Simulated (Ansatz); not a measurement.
Ligand exchange: C4H9F + SiH3(OH) → C4H10O + SiH3F

Species: C4H9F `CCCCF`, singlet; SiH3(OH) (silanol), singlet; C4H10O `CCCCO`, singlet; SiH3F `F[SiH3]`, singlet. The partners trade F for OH: C–F and Si–OH bonds give way to C–OH and Si–F.

Shapes, held fixed at every level: PBE0-D4/def2-TZVP. Flexible molecules stand in one conformer, not always the lowest. Programs: Ansatz 0.2.0. Electronic energies: no zero-point or thermal term.

```json
{"level": "PBE-D4/def2-TZVPP", "kind": "GGA", "ΔE (kJ/mol)": "-35.8", "less CCSD(T)/CBS estimate": "+5.1"}
{"level": "PBE0-D4/def2-TZVPP", "kind": "global hybrid", "ΔE (kJ/mol)": "-36.7", "less CCSD(T)/CBS estimate": "+4.2"}
{"level": "wB97M-V/def2-TZVPP", "kind": "range-separated hybrid", "ΔE (kJ/mol)": "-36.6", "less CCSD(T)/CBS estimate": "+4.3"}
{"level": "MP2/def2-TZVPP", "kind": "perturbation theory", "ΔE (kJ/mol)": "-42.2", "less CCSD(T)/CBS estimate": "-1.3"}
{"level": "CCSD(T)/def2-TZVPP", "kind": "coupled cluster or CI", "ΔE (kJ/mol)": "-39.8", "less CCSD(T)/CBS estimate": "+1.1"}
{"level": "CCSD/def2-TZVPP", "kind": "coupled cluster or CI", "ΔE (kJ/mol)": "-39.8", "less CCSD(T)/CBS estimate": "+1.1"}
{"level": "CCSD(T)/CBS estimate", "kind": "coupled cluster or CI", "ΔE (kJ/mol)": "-40.9", "less CCSD(T)/CBS estimate": "0.0"}
```

The highest level, CCSD(T)/CBS estimate, gives ΔE = -40.9 kJ/mol; the levels span -42.2 to -35.8. The column of differences is taken from that level and isn't an error. No measured value is set beside it here. The CBS estimate extrapolates MP2 from def2-TZVPP and def2-QZVPP and adds CCSD(T) − MP2 in the triple-zeta set, cores frozen.
